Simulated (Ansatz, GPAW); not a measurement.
Given: the input of a run of Ansatz 0.2.0 on TiSi2. Atoms were shifted at random by some hundredths of an Å from the given cell, which wasn't relaxed again for these runs. The cell comes from a database or a generator and needn't be the stable form of this composition.

File input.yaml:

```yaml
crystal:
  lattice:
    - [1.765105025, -6.759281535, 0.0]
    - [1.765105025, 6.759281535, 0.0]
    - [0.0, 0.0, 3.56517397]
  atoms:
    - { symbol: Ti, position: [0.100247, 0.900565, 0.260932] }
    - { symbol: Ti, position: [0.89333, 0.105287, 0.766292] }
    - { symbol: Si, position: [0.756215, 0.251565, 0.250573] }
    - { symbol: Si, position: [0.237007, 0.742268, 0.743627] }
    - { symbol: Si, position: [0.44489, 0.555885, 0.254831] }
    - { symbol: Si, position: [0.549949, 0.43315, 0.749076] }
kpoints:
  mp_grid: { grid: [8, 8, 8] }
scf:
  occupations: { method: fermi_dirac, width: 0.05 }
hamiltonian:
  xc: pbesol
  pseudopotentials: { kind: all_electron, lapw: { basis_error: 0.001 } }
output:
  forces: true
  stress: true
  eigenvalues: true
  populations: true
```

Potentials or basis: all-electron LAPW, scalar-relativistic.

The run is started by

```console
$ ansatz run input.yaml --threads 4 --pin off --max-ram 12288MiB --backend cpu --events-out ev --progress --plain --runs-dir out
```

Question: Set up the same calculation for GPAW 26.7.0 (ASE script). Potentials or basis there: PAW data sets generated for this functional, cutoff 600 eV.

Answer: As run (cutoffs and basis follow the program's own potentials, and thresholds, step limits or extra output files can differ):

File run.py:

```python
from ase import Atoms
from ase.dft.bandgap import bandgap
from ase.io import write
from ase.units import GPa
from ase.parallel import parprint
from gpaw import GPAW, PW, setup_paths

setup_paths.insert(0, '.')

atoms = Atoms(['Ti', 'Ti', 'Si', 'Si', 'Si', 'Si'],
              cell=[[1.765105025, -6.759281535, 0.0],
                    [1.765105025, 6.759281535, 0.0],
                    [0.0, 0.0, 3.56517397]],
              scaled_positions=[[0.100247, 0.900565, 0.260932],
                                [0.89333, 0.105287, 0.766292],
                                [0.756215, 0.251565, 0.250573],
                                [0.237007, 0.742268, 0.743627],
                                [0.44489, 0.555885, 0.254831],
                                [0.549949, 0.43315, 0.749076]],
              pbc=True)

calc = GPAW(mode=PW(600),
            xc='PBEsol',
            kpts={'size': (8, 8, 8), 'gamma': True},
            occupations={'name': 'fermi-dirac', 'width': 0.05},
            nbands=38,
            convergence={'density': 1e-05, 'energy': 1e-05},
            maxiter=150,
            txt='gpaw.txt')
atoms.calc = calc
energy = atoms.get_potential_energy()
forces = atoms.get_forces()
stress = atoms.get_stress()
calc.write('gs.gpw')
write('result.traj', atoms)
parprint(f'Energy: {energy:.6f} eV')
parprint('Forces (eV/A):')
parprint(forces.round(4))
parprint('Stress (GPa):', (stress / GPa).round(3))
parprint('Fermi level:', round(calc.get_fermi_level(), 4), 'eV')
parprint(f'Gap: {bandgap(calc)[0]:.4f} eV, direct: {bandgap(calc, direct=True)[0]:.4f} eV')
```

Potentials or basis: PAW data sets generated in the run's folder for this functional, pw.

Launch:

```console
$ gpaw-setup -f PBEsol Si Ti
$ OMP_NUM_THREADS=1 mpirun -n 4 gpaw python run.py
```

Both were run:

|  | Ansatz | GPAW |
| --- | --- | --- |
| Pressure | -1.7 GPa | -1.2 GPa |
| Largest force | 0.693 eV/Å | 0.699 eV/Å |

Where Ansatz's input types no cutoff or centring, it takes its own default and a Γ-centred mesh.

Pressure is positive in compression.
